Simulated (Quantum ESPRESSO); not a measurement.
# Au (Fm-3m) in Quantum ESPRESSO: notebook

Runs on Au. Level: LDA. Tasks: phonons, phonon dispersion, Wannier functions.

Everything below comes from runs of Quantum ESPRESSO 7.5. Logs are shortened: lines on timing, memory, paths and dates and some standing lists are left out, and cuts for length are marked.

**1. The crystal as given**

Symmetry: Fm-3m, No. 225, cubic system. The conventional cell has a = 4.070 Å, b = 4.070 Å, c = 4.070 Å, α = 90.00°, β = 90.00°, γ = 90.00°. Around Au (site symmetry m-3m) lie 12 Au at 2.88 Å.

**2. Phonons, LDA**

File pw.in:

```
&CONTROL
  calculation = 'scf'
  prefix = 'pwscf'
  outdir = './tmp'
  pseudo_dir = './pseudo'
  tprnfor = .true.
  tstress = .true.
  disk_io = 'low'
/
&SYSTEM
  ibrav = 0
  nat = 1
  ntyp = 1
  ecutwfc = 64
  nbnd = 16
  occupations = 'smearing'
  smearing = 'mv'
  degauss = 0.01469973
/
&ELECTRONS
  conv_thr = 2d-10
  electron_maxstep = 120
  mixing_beta = 0.5
/
ATOMIC_SPECIES
Au   196.9666 Au.upf
CELL_PARAMETERS angstrom
   0.0000000000    2.0350000000    2.0350000000
   2.0350000000    0.0000000000    2.0350000000
   2.0350000000    2.0350000000    0.0000000000
ATOMIC_POSITIONS crystal
Au     0.0000000000    0.0000000000    0.0000000000
K_POINTS automatic
11 11 11 0 0 0
```

File relax.in:

```
&CONTROL
  calculation = 'vc-relax'
  prefix = 'pwscf'
  outdir = './tmp'
  pseudo_dir = './pseudo'
  tprnfor = .true.
  tstress = .true.
  disk_io = 'low'
  nstep = 40
  forc_conv_thr = 0.0001
  etot_conv_thr = 1d-06
/
&SYSTEM
  ibrav = 0
  nat = 1
  ntyp = 1
  ecutwfc = 64
  nbnd = 16
  occupations = 'smearing'
  smearing = 'mv'
  degauss = 0.01469973
/
&ELECTRONS
  conv_thr = 2d-10
  electron_maxstep = 120
  mixing_beta = 0.5
/
&IONS
  ion_dynamics = 'bfgs'
/
&CELL
  cell_dynamics = 'bfgs'
  press = 0
  press_conv_thr = 0.2
/
ATOMIC_SPECIES
Au   196.9666 Au.upf
CELL_PARAMETERS angstrom
   0.0000000000    2.0350000000    2.0350000000
   2.0350000000    0.0000000000    2.0350000000
   2.0350000000    2.0350000000    0.0000000000
ATOMIC_POSITIONS crystal
Au     0.0000000000    0.0000000000    0.0000000000
K_POINTS automatic
11 11 11 0 0 0
```

File scf2.in:

```
&CONTROL
  calculation = 'scf'
  prefix = 'pwscf'
  outdir = './tmp'
  pseudo_dir = './pseudo'
  tprnfor = .true.
  tstress = .true.
  disk_io = 'low'
/
&SYSTEM
  ibrav = 0
  nat = 1
  ntyp = 1
  ecutwfc = 64
  nbnd = 16
  occupations = 'smearing'
  smearing = 'mv'
  degauss = 0.01469973
/
&ELECTRONS
  conv_thr = 1d-13
  electron_maxstep = 120
  mixing_beta = 0.5
  startingpot = 'file'
  startingwfc = 'file'
/
ATOMIC_SPECIES
Au   196.9666 Au.upf
CELL_PARAMETERS angstrom
   0.0000000000    2.0179273384    2.0179273384
   2.0179273384    0.0000000000    2.0179273384
   2.0179273384    2.0179273384    0.0000000000
ATOMIC_POSITIONS crystal
Au     0.0000000000    0.0000000000    0.0000000000
K_POINTS automatic
11 11 11 0 0 0
```

File ph.in:

```
phonons of Au
&INPUTPH
  prefix = 'pwscf'
  outdir = './tmp'
  tr2_ph = 1d-18
  fildyn = 'dyn'
  niter_ph = 90
  alpha_mix(1) = 0.4
/
0.5303300859 0.5303300859 0.0000000000
```

Potentials or basis: PseudoDojo 0.4.1 SR LDA standard.

The run is started by

```
$ OMP_NUM_THREADS=1 pw.x -in pw.in > pw.out
$ OMP_NUM_THREADS=1 pw.x -in relax.in > relax.out
$ OMP_NUM_THREADS=1 pw.x -in scf2.in > scf2.out
$ OMP_NUM_THREADS=1 ph.x -in ph.in > ph.out
```

pw.out:

```text
This program is part of the open-source Quantum ESPRESSO suite
     for quantum simulation of materials; please cite
[... 9 lines left out ...]
     --------------------
     sticks:   dense  smooth     PW     G-vecs:    dense   smooth      PW
     Sum         511     511    163                 7799     7799    1411

     Using Slab Decomposition

     bravais-lattice index     =            0
     lattice parameter (alat)  =       5.4385  a.u.
     unit-cell volume          =     113.7417 (a.u.)^3
     number of atoms/cell      =            1
     number of atomic types    =            1
     number of electrons       =        19.00
     number of Kohn-Sham states=           16
     kinetic-energy cutoff     =      64.0000  Ry
     charge density cutoff     =     256.0000  Ry
     scf convergence threshold =      2.0E-10
     mixing beta               =       0.5000
     number of iterations used =            8  plain     mixing
     Exchange-correlation= SLA  PW   NOGX NOGC
                           (   1   4   0   0   0   0   0)

     celldm(1)=   5.438489  celldm(2)=   0.000000  celldm(3)=   0.000000
     celldm(4)=   0.000000  celldm(5)=   0.000000  celldm(6)=   0.000000

     crystal axes: (cart. coord. in units of alat)
               a(1) = (   0.000000   0.707107   0.707107 )
               a(2) = (   0.707107   0.000000   0.707107 )
               a(3) = (   0.707107   0.707107   0.000000 )

     reciprocal axes: (cart. coord. in units 2 pi/alat)
               b(1) = ( -0.707107  0.707107  0.707107 )
               b(2) = (  0.707107 -0.707107  0.707107 )
               b(3) = (  0.707107  0.707107 -0.707107 )

     PseudoPot. # 1 for Au read from file:
     Au.upf
     Pseudo is Norm-conserving + core correction, Zval = 19.0
     Generated using ONCVPSP code by D. R. Hamann
     Using radial grid of 1324 points,  7 beta functions with:
                l(1) =   0
                l(2) =   0
                l(3) =   1
                l(4) =   1
                l(5) =   2
                l(6) =   2
                l(7) =   3

     atomic species   valence    mass     pseudopotential
     Au               19.00   196.96660     Au( 1.00)

     48 Sym. Ops., with inversion, found

   Cartesian axes

     site n.     atom                  positions (alat units)
         1        Au     tau(   1) = (   0.0000000   0.0000000   0.0000000  )

     number of k points=    56  Marzari-Vanderbilt smearing, width (Ry)=  0.0147
                       cart. coord. in units 2pi/alat
        k(    1) = (   0.0000000   0.0000000   0.0000000), wk =   0.0015026
        k(    2) = (   0.0642824   0.0642824  -0.0642824), wk =   0.0120210
        k(    3) = (   0.1285649   0.1285649  -0.1285649), wk =   0.0120210
        k(    4) = (   0.1928473   0.1928473  -0.1928473), wk =   0.0120210
        k(    5) = (   0.2571297   0.2571297  -0.2571297), wk =   0.0120210
        k(    6) = (   0.3214122   0.3214122  -0.3214122), wk =   0.0120210
[... 48 lines left out ...]
        k(   55) = (  -0.0642824  -0.4499770   0.7071068), wk =   0.0360631
        k(   56) = (   0.0000000  -0.3856946   0.6428243), wk =   0.0360631

     Dense  grid:     7799 G-vectors     FFT dimensions: (  27,  27,  27)

     Initial potential from superposition of free atoms

     starting charge      18.9999, renormalised to      19.0000
     Starting wfcs are   10 randomized atomic wfcs +    6 random wfcs

     Self-consistent Calculation

     iteration #  1     ecut=    64.00 Ry     beta= 0.50
     Davidson diagonalization with overlap
     ethr =  1.00E-02,  avg # of iterations =  4.8

     Threshold (ethr) on eigenvalues was too large:
     Diagonalizing with lowered threshold

     Davidson diagonalization with overlap
     ethr =  3.70E-04,  avg # of iterations =  1.6

     total energy              =    -295.08963792 Ry
     estimated scf accuracy    <       0.06959373 Ry

     iteration #  2     ecut=    64.00 Ry     beta= 0.50
     Davidson diagonalization with overlap
     ethr =  3.66E-04,  avg # of iterations =  2.1

     total energy              =    -295.10725101 Ry
     estimated scf accuracy    <       0.00450013 Ry

     iteration #  3     ecut=    64.00 Ry     beta= 0.50
     Davidson diagonalization with overlap
     ethr =  2.37E-05,  avg # of iterations =  2.5

     total energy              =    -295.10791486 Ry
     estimated scf accuracy    <       0.00031935 Ry
[... 19 lines left out ...]
     total energy              =    -295.10795083 Ry
     estimated scf accuracy    <          5.1E-09 Ry

     iteration #  7     ecut=    64.00 Ry     beta= 0.50
     Davidson diagonalization with overlap
     ethr =  2.66E-11,  avg # of iterations =  2.2

     total energy              =    -295.10795083 Ry
     estimated scf accuracy    <          2.4E-10 Ry

     iteration #  8     ecut=    64.00 Ry     beta= 0.50
     Davidson diagonalization with overlap
     ethr =  1.27E-12,  avg # of iterations =  1.5

     End of self-consistent calculation

          k = 0.0000 0.0000 0.0000 (   941 PWs)   bands (ev):

   -85.1637 -36.2911 -36.2911 -36.2911  10.5422  15.8694  15.8694  15.8694
    17.4384  17.4384  35.0860  39.0754  39.0754  39.0754  44.1642  48.6348

          k = 0.0643 0.0643-0.0643 (   950 PWs)   bands (ev):

   -85.1630 -36.3095 -36.2939 -36.2939  10.8316  15.7770  15.9668  15.9668
    17.3968  17.3968  35.4123  37.4868  39.4218  39.4218  44.8944  46.8899

          k = 0.1286 0.1286-0.1286 (   974 PWs)   bands (ev):

   -85.1612 -36.3587 -36.3014 -36.3014  11.6266  15.6244  16.1434  16.1434
    17.3992  17.3992  34.3386  36.2503  40.2686  40.2686  42.7048  44.7660

          k = 0.1928 0.1928-0.1928 (   974 PWs)   bands (ev):

   -85.1576 -36.4223 -36.3111 -36.3111  12.5891  15.8484  16.1324  16.1324
    17.7150  17.7150  30.9104  36.0207  40.4027  40.4027  42.5845  43.5130
[... 83 lines left out ...]
   -85.1508 -36.4978 -36.3703 -36.3398  13.8950  15.3856  16.4760  16.6009
    18.6158  22.4128  23.6960  33.3649  36.0027  36.4292  45.7994  45.9674

          k =-0.1286-0.3857 0.3857 (   981 PWs)   bands (ev):

   -85.1513 -36.4866 -36.3748 -36.3316  13.9735  15.4723  16.4445  16.4562
    18.1173  21.0672  25.7741  32.7642  36.4076  37.6205  44.1016  45.8995

          k =-0.0643-0.3214 0.3214 (   985 PWs)   bands (ev):

   -85.1537 -36.4552 -36.3673 -36.3202  13.9011  15.4768  15.8561  16.5705
    17.4272  19.6875  29.0488  32.9042  37.0214  39.9703  41.7334  45.9565

          k = 0.0000-0.2571 0.2571 (   977 PWs)   bands (ev):

   -85.1564 -36.4167 -36.3465 -36.3093  13.1495  15.2439  16.0734  16.7645
    16.8137  18.6574  31.9867  34.0031  38.2697  39.7511  42.4463  45.1248

          k = 0.3857 0.0000-0.0000 (   990 PWs)   bands (ev):

   -85.1558 -36.4172 -36.3418 -36.3418  13.2813  14.5712  16.6522  17.3463
    17.3463  18.0924  34.7369  34.7369  35.9812  37.1464  38.3605  46.7611

          k = 0.4500 0.0643-0.0643 (   998 PWs)   bands (ev):

   -85.1536 -36.4502 -36.3564 -36.3523  13.7270  14.3976  16.6380  17.5216
    18.4355  18.4627  31.5552  33.6795  34.0777  37.8812  39.7733  47.2164

          k = 0.5143 0.1286-0.1286 (   987 PWs)   bands (ev):

   -85.1509 -36.4749 -36.3775 -36.3570  13.9611  14.6013  16.4505  17.3828
    18.7627  20.4612  27.9462  32.4122  33.3808  37.9392  42.4163  46.7143
[... 23 lines left out ...]
   -85.1499 -36.4891 -36.3788 -36.3703  13.6754  14.0150  17.8436  18.1934
    18.7902  20.4528  28.5231  30.9158  31.6951  38.2532  40.5021  47.7571

          k =-0.0643-0.5785 0.5785 (   985 PWs)   bands (ev):

   -85.1487 -36.4871 -36.4037 -36.3683  13.8498  14.3045  17.2698  17.9691
    18.7824  23.0477  26.0114  29.2571  32.1845  38.5669  42.4645  46.9329

          k =-0.0000-0.5143 0.5143 (   985 PWs)   bands (ev):

   -85.1488 -36.4654 -36.4328 -36.3590  14.1379  14.8407  16.5294  17.6110
    18.4537  24.0125  25.7521  27.9501  33.6377  38.0892  45.1567  46.3789

          k = 0.6428-0.0000 0.0000 (   986 PWs)   bands (ev):

   -85.1488 -36.5042 -36.3777 -36.3777  13.4668  13.7972  18.6052  18.9022
    18.9022  20.8586  27.2042  30.7639  30.7639  37.8526  40.4435  47.8834

          k =-0.0000-0.6428 0.6428 (   981 PWs)   bands (ev):

   -85.1482 -36.5032 -36.3872 -36.3770  13.5567  13.8769  18.3920  18.4764
    18.9366  22.3281  26.1360  29.8870  30.9453  38.5188  40.7986  47.4910

          k = 0.2571 0.1286 0.0000 (   972 PWs)   bands (ev):

   -85.1589 -36.3788 -36.3252 -36.3088  12.3152  15.2237  16.2543  16.5654
    16.9905  17.9220  34.3619  35.6834  38.3864  39.1076  42.4242  44.3888

          k = 0.3214 0.1928-0.0643 (   974 PWs)   bands (ev):

   -85.1557 -36.4265 -36.3427 -36.3175  13.2664  15.1953  15.9681  16.6564
    17.4027  18.6011  31.2579  34.8242  37.2749  39.5782  42.5076  44.3702

          k = 0.3857 0.2571-0.1286 (   989 PWs)   bands (ev):

   -85.1534 -36.4721 -36.3546 -36.3281  13.7332  15.6579  15.8661  16.5099
    18.1216  19.6598  27.6833  34.3763  35.9186  38.7911  43.4337  45.9767

          k =-0.2571-0.3857 0.5143 (   981 PWs)   bands (ev):

   -85.1512 -36.4991 -36.3601 -36.3354  13.7680  15.4737  16.3365  16.7525
    18.5338  21.3590  24.4922  34.4138  34.9955  37.6109  44.7881  46.4620
[... 13 lines left out ...]
   -85.1505 -36.4808 -36.3869 -36.3500  14.2229  15.1449  15.8953  17.0488
    18.5804  21.7519  25.8673  32.4370  33.4961  38.4963  44.2376  46.7188

          k =-0.1286-0.3857 0.5143 (   986 PWs)   bands (ev):

   -85.1500 -36.4825 -36.3976 -36.3479  14.3490  15.1317  16.1332  16.8823
    18.4662  23.1397  24.3300  31.5621  34.0366  38.3790  44.4244  47.3547

          k =-0.0643-0.3214 0.4500 (   986 PWs)   bands (ev):

   -85.1511 -36.4691 -36.3952 -36.3387  14.4780  15.2697  15.6142  16.9791
    18.0109  21.1451  27.3092  31.0990  35.1791  39.1326  42.9695  46.8775

          k = 0.0000-0.2571 0.3857 (   984 PWs)   bands (ev):

   -85.1533 -36.4490 -36.3745 -36.3269  14.1896  15.0579  15.6094  17.1074
    17.3776  19.7319  30.0032  31.9644  36.3023  40.7420  40.9684  46.4080

          k = 0.5143 0.1286 0.0000 (   992 PWs)   bands (ev):

   -85.1512 -36.4714 -36.3741 -36.3609  13.9162  14.2617  16.7546  18.1780
    18.2359  19.8765  29.8523  31.6225  32.6380  39.1401  40.1919  46.9454

          k =-0.1286-0.5143 0.6428 (   987 PWs)   bands (ev):

   -85.1495 -36.4793 -36.3965 -36.3664  14.0876  14.4764  16.5247  17.8438
    18.6921  21.9687  27.1811  30.3954  31.8774  39.5035  42.2956  46.2482

          k =-0.0643-0.4500 0.5785 (   986 PWs)   bands (ev):

   -85.1489 -36.4680 -36.4240 -36.3629  14.3097  14.8901  16.1826  17.4586
    18.6287  24.1375  25.2045  28.9869  32.5528  39.2879  44.7351  45.7792

          k = 0.0000-0.3857 0.5143 (   992 PWs)   bands (ev):

   -85.1498 -36.4541 -36.4343 -36.3521  14.6487  15.1948  15.6383  17.2424
    18.2595  22.6671  27.7566  27.8548  33.9138  39.1889  43.8958  47.5400

          k =-0.0643-0.5785 0.7071 (   989 PWs)   bands (ev):

   -85.1489 -36.4952 -36.3880 -36.3776  13.7266  14.0115  17.6997  18.3550
    18.9016  22.1775  26.8186  30.2017  30.6293  39.3679  40.7585  47.1007

          k =-0.0000-0.5143 0.6428 (   986 PWs)   bands (ev):

   -85.1484 -36.4839 -36.4084 -36.3748  13.9755  14.3411  17.0403  17.9309
    18.8953  24.2385  25.4178  28.7810  31.1470  39.8680  42.4538  46.1466

          k =-0.1928-0.4500 0.7071 (   983 PWs)   bands (ev):

   -85.1501 -36.4667 -36.4001 -36.3543  14.6363  14.8075  15.5326  17.6245
    18.2277  21.3926  28.3376  29.9695  33.1239  40.9874  41.6186  46.3507

          k =-0.1286-0.3857 0.6428 (   985 PWs)   bands (ev):

   -85.1491 -36.4645 -36.4208 -36.3632  14.7438  14.9720  15.5816  17.3248
    18.6004  23.3304  26.1103  29.5073  31.9975  40.6236  43.3074  47.2526

          k =-0.0643-0.4500 0.7071 (   986 PWs)   bands (ev):

   -85.1485 -36.4709 -36.4153 -36.3769  14.3449  14.6479  16.2132  17.6344
    18.8994  23.8988  26.5507  28.6594  30.5393  41.8449  42.4381  45.3049

          k = 0.0000-0.3857 0.6428 (   988 PWs)   bands (ev):

   -85.1485 -36.4511 -36.4388 -36.3756  14.5628  15.0924  15.6817  17.3179
    18.8958  24.7643  26.5253  27.5062  30.7398  41.7961  43.7743  45.5801

     the Fermi energy is    20.6052 ev

!    total energy              =    -295.10795083 Ry
     estimated scf accuracy    <          3.6E-11 Ry
     smearing contrib. (-TS)   =       0.00003009 Ry
     internal energy E=F+TS    =    -295.10798093 Ry

     The total energy is F=E-TS. E is the sum of the following terms:
     one-electron contribution =     -81.20418217 Ry
     hartree contribution      =      51.58811137 Ry
     xc contribution           =     -50.29293385 Ry
     ewald contribution        =    -215.19897628 Ry

     convergence has been achieved in   8 iterations

     Forces acting on atoms (cartesian axes, Ry/au):

     atom    1 type  1   force =     0.00000000    0.00000000    0.00000000

     Total force =     0.000000     Total SCF correction =     0.000000

     Computing stress (Cartesian axis) and pressure

          total   stress  (Ry/bohr**3)                   (kbar)     P=      -51.41
  -0.00034947  -0.00000000  -0.00000000          -51.41       -0.00       -0.00
  -0.00000000  -0.00034947  -0.00000000           -0.00      -51.41       -0.00
  -0.00000000  -0.00000000  -0.00034947           -0.00       -0.00      -51.41

=------------------------------------------------------------------------------=
   JOB DONE.
=------------------------------------------------------------------------------=
```

Run time: 17 min. Hardware: 1 thread of Intel Xeon Platinum 8259CL at 2.50GHz (Skylake/Cascade Lake), shared host; peak memory 0.09 GiB.

What came out:

```
Free energy                                 : -4015.1513 eV
Relaxed volume                              : 16.43 Å³/atom
Relaxed cell                                : a = 2.854 Å, b = 2.854 Å, c = 2.854 Å, α = 60.00°, β = 60.00°, γ = 60.00°
Space group after relaxing (to 0.05 Å)      : Fm-3m (No. 225)
Pressure after relaxing                     : -0.4 GPa
Band gap on the k mesh                      : none (metal or under the smearing width)
Highest phonon frequency at the q point run : 128 cm⁻¹
```

The path:
```
step  energy change (eV)  largest force (eV/Å)  pressure (GPa)  volume (Å³)
   1              0.0000                0.0000           -5.14        16.85
   2             -0.0069                0.0000            0.22        16.42
   3             -0.0069                0.0000           -0.01        16.43
```

Final structure:
```
Au
1.0
     0.00000    2.01793    2.01793
     2.01793    0.00000    2.01793
     2.01793    2.01793    0.00000
Au
1
Cartesian
  0.0000 0.0000 0.0000
```

Levels at points of the mesh, in eV from the Fermi level:
```tsv
k point	band 7	band 8	band 9	band 10	band 11	band 12	band 13	band 14
(0.00, 0.00, 0.00)	-4.87	-4.87	-3.23	-3.23	14.45	18.59	18.59	18.59
```

Phonon frequencies in cm⁻¹ (negative: imaginary):
| q point | frequencies |
| --- | --- |
| (0.375, 0.375, 0.750) | 60 91 128 |

Phonon modes at q = (0.375, 0.375, 0.750) in reciprocal lattice units:
| mode | symmetry | cm⁻¹ |
| --- | --- | --- |
| 1 | B_1 | 60 |
| 2 | A_1 | 91 |
| 3 | B_2 | 128 |

Caveat: the q point doesn't lie on the k mesh, which can shift a metal's frequencies strongly unless the mesh is converged. Spin-orbit coupling is left out, which matters for the levels of Au.

(Continued in part 2 of 4.)
